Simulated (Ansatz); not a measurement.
The system is WC.

```
W C
1.0
     1.64035   -2.11804    0.00000
     1.64035    2.11804    0.00000
     0.00000    0.00000    4.30942
W C
1 1
Direct
  0.50000 0.50000 0.50000
  0.00000 0.00000 0.00000
```

The cell was built by a generator and needn't be a form met in nature.

Base run:

* Program: Ansatz 0.2.0
* Functional: LDA
* Potentials or basis: Ansatz PAW
* Cutoff: 420 eV (not typed: the program's choice for these potentials)
* k mesh: 10 × 10 × 6
* Occupations: fermi-dirac, width 0.05 eV
* Spin: no spin polarisation

Its results: band gap on the k mesh none (metal or under the smearing width); pressure -41.3 GPa.

Q: The run is repeated on the same cell with these changes: functional from LDA to PBE; occupations from fermi-dirac, width 0.05 eV to gaussian, width 0.011 eV. What comes out?

A: Band gap on the k mesh none (metal or under the smearing width); pressure -32.1 GPa.

Caveats: a pressure of tens of GPa on the cell as given is suspect, and the run, the potentials or the cell itself is likely at fault; spin-orbit coupling is left out, which moves the levels of the heavy elements (some runs); the PAW data sets come from PBE, with cores solved anew for the run's functional, which leaves a small shift of forces and pressure (some runs).
